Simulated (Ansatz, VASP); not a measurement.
Mo: VASP beside Ansatz

```
Mo
1.0
    -1.58381    1.58381    1.58381
     1.58381   -1.58381    1.58381
     1.58381    1.58381   -1.58381
Mo
1
Direct
  0.00000 0.00000 0.00000
```

Alike in both runs: task single point; functional r2SCAN; k mesh 8 × 8 × 8; occupations gaussian, width 0.1 eV; no spin polarisation.

|  | VASP | Ansatz |
| --- | --- | --- |
| version | VASP 6.6.1 | Ansatz 0.2.0 |
| potentials or method | VASP PAW PBE potentials, release 64 (Mo_sv) | scalar-relativistic, plane waves, PAW |
| plane-wave cutoff (eV) | 520 | 500 |
| valence electrons in the cell | 14 | 14 |

```tsv
	VASP	Ansatz	Ansatz less VASP
gap on the k mesh at the Fermi level (eV)	none	none	-
pressure (GPa)	-2.1	-3.2	-1.07
```

A gap of «none» marks a metal or a gap that the smearing closes.

Caveats: the PAW data sets were made with another functional, which shifts forces and pressure a little (VASP).
